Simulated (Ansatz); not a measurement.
# CoO: the cost of one run

Program: Ansatz 0.2.0. Level of theory: DFT PBE, scalar-relativistic, plane waves, PAW. These are calculated values, not measurements.

4 further runs of the same task are left out: 2 that didn't finish, 2 set aside as unsound or not needed.

## Step 1: The structure to begin with

Symmetry: Fm-3m, No. 225, cubic system. Conventional cell: a = 4.248 Å, b = 4.248 Å, c = 4.248 Å, α = 90.00°, β = 90.00°, γ = 90.00°. Co (site symmetry m-3m) has 6 O at 2.12 Å as nearest neighbours. O (site symmetry m-3m) has 6 Co at 2.12 Å as nearest neighbours.

Coordinates:

```xyz
2
Lattice="0.0000 2.1242 2.1242 2.1242 0.0000 2.1242 2.1242 2.1242 0.0000" Properties=species:S:1:pos:R:3 pbc="T T T"
Co    0.0000    0.0000    0.0000
O     2.1242    2.1242    2.1242
```

It is the result of an earlier relaxation at this level (volume 9.58 Å³/atom; gap on the mesh: none (metal), site moments up to 2.5 μB).

## Step 2: Electronic structure at the relaxed geometry

input.yaml

```yaml
crystal:
  lattice:
    - [0.0, 2.124156561, 2.124156561]
    - [2.124156561, 0.0, 2.124156561]
    - [2.124156561, 2.124156561, 0.0]
  atoms:
    - { symbol: Co, position: [0.0, 0.0, 0.0], spin: 2.74 }
    - { symbol: O, position: [0.5, 0.5, 0.5], spin: 0.35 }
basis:
  ecutwfc: 420
kpoints:
  mp_grid: { grid: [16, 16, 16] }
  band_path:
    path:
      - [[0.0, 0.0, 0.0], [0.5, 0.0, 0.5], [0.625, 0.25, 0.625]]
      - [[0.375, 0.375, 0.75], [0.0, 0.0, 0.0], [0.5, 0.5, 0.5], [0.5, 0.25, 0.75], [0.5, 0.0, 0.5]]
    npoints: 14
hamiltonian:
  xc: pbe
scf:
  occupations: { method: gaussian, width: 0.1 }
  n_extra_bands: 6
output:
  forces: true
  stress: true
  eigenvalues: true
  populations: true
  dos: { projected: true, de: 0.02, nscf_kmesh: { grid: [24, 24, 24] } }
  bader: true
  write_density: true
  write_potential: true
  elf: true
  volumetric_format: npy
magnetization:
  spin_polarized: true
checkpoint:
  read: start.run
  write: ck
  compress: false
  write_wavefunctions: false
  write_every: 100000
```

The run is started by

```sh
ansatz run input.yaml --threads 1 --pin off --max-ram 2560MiB --backend cpu --events-out ev --progress --plain --runs-dir out
```

What time and memory should one allow on 1 thread of Arm Neoverse V2, shared host?

About 22 s, with a peak of 0.36 GiB.
